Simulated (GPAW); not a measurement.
CdO (Monteponite):

```
CELL_PARAMETERS angstrom
0.00000 2.34950 2.34950
2.34950 0.00000 2.34950
2.34950 2.34950 0.00000
ATOMIC_POSITIONS crystal
Cd 0.00000 0.00000 0.00000
O 0.50000 0.50000 0.50000
```

Program: GPAW 26.7.0. Alike in all runs: task single point; no spin polarisation; cell as given; smearing fermi-dirac 0.05 eV.

**Question.** Order these runs on this cell by their band gap on the k mesh, lowest first.
A. level HSE03; potentials or basis GPAW PAW data sets (gpaw-data 1.2.1), pw; k mesh 5 × 5 × 5; cutoff (eV) 600; maxiter 60; mesh quality coarse
B. level TB-mBJ; potentials or basis GPAW PAW data sets for LDA (gpaw-data 1.2.1), pw; k mesh 8 × 8 × 8; cutoff (eV) 800; maxiter 150; mesh quality not flagged
C. level YS-PBE0; potentials or basis GPAW PAW data sets (gpaw-data 1.2.1), pw; k mesh 3 × 3 × 3; cutoff (eV) 600; maxiter 60; mesh quality coarse

**Answer.** A (1.03 eV), B (1.41 eV), C (1.82 eV).

Caveats: some runs use coarse meshes; an odd mesh through Γ misses points on the zone boundary, where band edges often lie (some runs); exact exchange converges slowly with the k mesh, and this mesh is small (some runs); a model potential gives levels but no total energy (some runs).

A k mesh can miss the band edges, odd and even meshes differently.

Runs at the PBE level aren't shown here.
